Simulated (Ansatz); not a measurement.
Zincblende NaCl, relaxed with r2SCAN. Space group F-43m (No. 216), cubic; a = 6.175 Å in the conventional setting, 29.43 Å³ an atom. Around Na lie 4 Cl at 2.67 Å; around Cl lie 4 Na at 2.67 Å.

```yaml
crystal:
  lattice:
    - [0.00000, 3.08727, 3.08727]
    - [3.08727, 0.00000, 3.08727]
    - [3.08727, 3.08727, 0.00000]
  atoms:
    - { symbol: Na, position: [0.00000, 0.00000, 0.00000] }
    - { symbol: Cl, position: [0.25000, 0.25000, 0.25000] }
```

The questions ask for values computed with the PAW code Ansatz on this geometry. (Calculated; spin-unpolarised; the phase may be known or hypothetical.)

(1) What gap does LDA give, and where are the band edges?

(2) What does HSE06 give for the gap (6×6×6 mesh)?

(3) Estimate the gap with PBE0 on 6×6×6.

(4) Estimate the gap with Hartree-Fock on 6×6×6.

(5) Order these levels by the gap that they give, smallest first.
A. DDH-PBE0
B. Hartree-Fock
C. HSE06
D. r2SCAN
E. PBE
F. PBE0
G. LDA
H. r2SCAN0

(6) Roughly how does the cost of the DDH-PBE0 run (6×6×6) compare with r2SCAN's (8×8×8)?

(7) How strongly does the crystal screen a field with clamped ions (PBE)?

## Answers

(1) The LDA gap is direct at Γ: 4.54 eV.

(2) With HSE06 the gap is 6.25 eV and direct, at Γ. The gap differs by +1.71 eV from LDA's.

(3) With PBE0 the gap is 6.99 eV and direct, at Γ. The gap differs by +2.45 eV from LDA's.

(4) The Hartree-Fock gap is direct at Γ: 12.97 eV. The gap differs by +8.43 eV from LDA's.

(5) G (4.54 eV), E (4.94 eV), D (5.55 eV), C (6.25 eV), F (6.99 eV), H (7.30 eV), A (8.88 eV), B (12.97 eV).

(6) About 12 times as much (90 core-seconds against 7 core-seconds, on 2 threads of Arm Neoverse V1, with other jobs on the host).

(7) The electronic dielectric tensor ε∞ is 2.10 in all directions. Born charges, averaged over directions: Na +1.00, Cl -1.00 e.

The meshes of the hybrids are coarse, so their gaps aren't converged to the digits shown.
